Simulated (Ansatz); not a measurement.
## Te: changing the functional

Symmetry: R-3m, No. 166, trigonal system. The conventional cell has a = 4.612 Å, b = 4.612 Å, c = 5.073 Å, α = 90.00°, β = 90.00°, γ = 120.00°. Around Te (site symmetry -3m) lie 6 Te at 3.15 Å.

This isn't the form of Te at room conditions, which is trigonal, of chains.

Kept alike: task band structure; k mesh 9 × 9 × 9; occupations fermi-dirac, width 0.05 eV; no spin polarisation. Program: Ansatz, Ansatz PAW. Cutoffs run from 420 to 500 eV. The mesh is that of the run's cell of 1 atom. No spin-orbit coupling.

| functional | pressure (GPa) |
| --- | --- |
| LDA | -1.10 |
| PBEsol | -0.08 |
| r2SCAN | 2.12 |

Pressure is positive in compression, with a Pulay correction for the finite cutoff. For a metal such a mesh leaves the last digits unconverged. All rows use potentials made for PBE.

Problem. What does the functional change here?

Solution. The pressure runs from -1.10 (LDA) to 2.12 GPa (r2SCAN). A positive pressure means that the functional's own cell is larger than the one given, a negative one that it is smaller.
